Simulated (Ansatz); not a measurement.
Space group I4/mmm (No. 139). a = 3.122 Å, b = 3.122 Å, c = 8.445 Å, α = 90.00°, β = 90.00°, γ = 90.00°
```tsv
atom	site	symmetry	x	y	z
Al	4e	4mm	0.5000	0.5000	0.1591
Ru	2a	4/mmm	0.0000	0.0000	0.0000
```

Equation of state of this Al₂Ru structure (not necessarily the ground state), with shape and atoms relaxed at each volume where symmetry leaves them free. It has no gap at any of these volumes. Computed with DFT r2SCAN, scalar-relativistic, plane waves, PAW in Ansatz.

Settings: cutoff 500 eV, Γ-centred mesh 18×18×18 on the computed 3-atom cell, Gaussian smearing of 0.10 eV; no spin polarisation.

```tsv
V (Å³/atom)	E − E(largest V) (meV/atom)	P (GPa)
12.483	8.98	21.20
12.894	-34.62	12.97
13.306	-58.70	5.96
13.717	-66.15	0.00
14.129	-59.42	-5.08
14.540	-40.65	-9.40
15.089	0.00	-14.14
```

Fit a third-order Birch–Murnaghan equation to E(V).

V0 = 13.72 Å³/atom, B0 = 183 GPa, B0' = 4.4.